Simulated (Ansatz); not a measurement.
Molecular dynamics on a 2×2×2 supercell (16 atoms) of BaS (rocksalt), relaxed with r2SCAN. Forces come from PBEsol in the PAW code Ansatz: Langevin thermostat and barostat (NPT), 2200 K, steps of 1 fs. Spin polarisation is off, nuclei are classical, and the run is far too short for thermal averages.

```yaml
crystal:
  lattice:
    - [0.0, 6.4235917478, 6.4235917478]
    - [6.4235917478, 0.0, 6.4235917478]
    - [6.4235917478, 6.4235917478, 0.0]
  atoms:
    - { symbol: Ba, position: [0.0, 0.0, 0.0] }
    - { symbol: S, position: [0.25, 0.25, 0.25] }
    - { symbol: Ba, position: [0.0, 0.0, 0.5] }
    - { symbol: S, position: [0.25, 0.25, 0.75] }
    - { symbol: Ba, position: [0.0, 0.5, 0.0] }
    - { symbol: S, position: [0.25, 0.75, 0.25] }
    - { symbol: Ba, position: [0.0, 0.5, 0.5] }
    - { symbol: S, position: [0.25, 0.75, 0.75] }
    - { symbol: Ba, position: [0.5, 0.0, 0.0] }
    - { symbol: S, position: [0.75, 0.25, 0.25] }
    - { symbol: Ba, position: [0.5, 0.0, 0.5] }
    - { symbol: S, position: [0.75, 0.25, 0.75] }
    - { symbol: Ba, position: [0.5, 0.5, 0.0] }
    - { symbol: S, position: [0.75, 0.75, 0.25] }
    - { symbol: Ba, position: [0.5, 0.5, 0.5] }
    - { symbol: S, position: [0.75, 0.75, 0.75] }
kpoints:
  mp_grid: { grid: [2, 2, 2] }
hamiltonian:
  xc: pbesol
scf:
  occupations: { method: fermi_dirac, width: 0.19 }
md:
  ensemble: npt_langevin
  temperature: 2200
  timestep: 1.0
  n_steps: 20
  initial_velocities: maxwell_boltzmann
  seed: 6195
```

Command: `ansatz run input.yaml --threads 4 --pin off --max-ram 3686MiB --backend cpu --events-out ev --progress --plain --runs-dir out`.

Question: It ran on 4 threads of Arm Neoverse V1, with other jobs on the host. About how long did it take, and how much host memory at the peak?

Answer: About 2 min, with a peak of 1.7 GiB.

```
step  t (fs)  T (K)  free energy F from step 0 (meV/atom)  kinetic energy (meV/atom)  pressure (GPa)  volume (Å³/atom)  largest force (eV/Å)
   0       0   2062                                   0.0                      266.6           -0.93             33.13                  0.00
   1       1   2213                                   0.2                      286.0           -0.87             33.13                  0.07
   2       2   2222                                   0.7                      287.2           -0.86             33.13                  0.14
   3       3   2282                                   1.5                      295.0           -0.82             33.13                  0.20
   4       4   2395                                   2.6                      309.6           -0.75             33.12                  0.26
   5       5   2365                                   4.1                      305.6           -0.74             33.11                  0.32
   6       6   2203                                   6.0                      284.8           -0.78             33.11                  0.38
   7       7   2115                                   8.3                      273.3           -0.78             33.10                  0.44
   8       8   2298                                  10.9                      297.0           -0.67             33.09                  0.49
   9       9   2305                                  14.0                      297.9           -0.63             33.08                  0.55
  10      10   2287                                  17.4                      295.6           -0.59             33.08                  0.60
  11      11   2208                                  21.3                      285.4           -0.57             33.06                  0.67
  12      12   2210                                  25.4                      285.7           -0.50             33.05                  0.76
  13      13   2205                                  29.8                      285.1           -0.44             33.03                  0.84
  14      14   2217                                  34.6                      286.5           -0.37             33.02                  0.92
  15      15   2066                                  39.5                      267.0           -0.37             33.00                  0.99
  16      16   2038                                  44.6                      263.4           -0.32             33.00                  1.06
  17      17   1988                                  49.8                      257.0           -0.29             33.00                  1.13
  18      18   1870                                  55.0                      241.8           -0.29             33.00                  1.19
  19      19   1725                                  60.1                      223.0           -0.31             33.00                  1.24
  20      20   1755                                  65.4                      226.8           -0.26             33.01                  1.30
```

The temperature starts at 2062 K, is lowest at step 19 (1725 K, 19 fs) and ends at 1755 K. The thermostat hasn't had time to restore it.

Positions (Å) and forces (eV/Å) at step 20:
```
cell (Å): 0.000 6.416 6.416; 6.416 0.000 6.416; 6.416 6.416 0.000
Ba  -0.037  -0.043   0.000    -0.261  -0.030  -0.016
S    3.240   3.073   3.251     0.154   0.485  -0.406
Ba   3.152   3.159  -0.051     0.272   0.170   0.445
S    6.397   6.629   3.258    -0.161  -0.929  -0.315
Ba   3.206  -0.076   3.174    -0.098   0.393   0.279
S    6.308   3.237   6.570     0.758  -0.067  -0.826
Ba   6.506   3.177   3.286    -0.359  -0.153  -0.268
S    9.612   6.699   6.404     0.006  -0.919   0.098
Ba  -0.021   3.169   3.077     0.397   0.381   0.720
S    3.177   6.279   6.414    -0.092   1.280  -0.213
Ba   3.151   6.401   3.200    -0.017  -0.045  -0.401
S    6.722   9.624   6.651    -1.058   0.102  -0.207
Ba   3.243   3.408   6.374     0.002  -1.244  -0.012
S    6.224   6.298   9.557     0.663   0.422   0.217
Ba   6.346   6.414   6.262     0.435   0.371   0.660
S    9.792   9.633   9.679    -0.640  -0.217   0.246
```
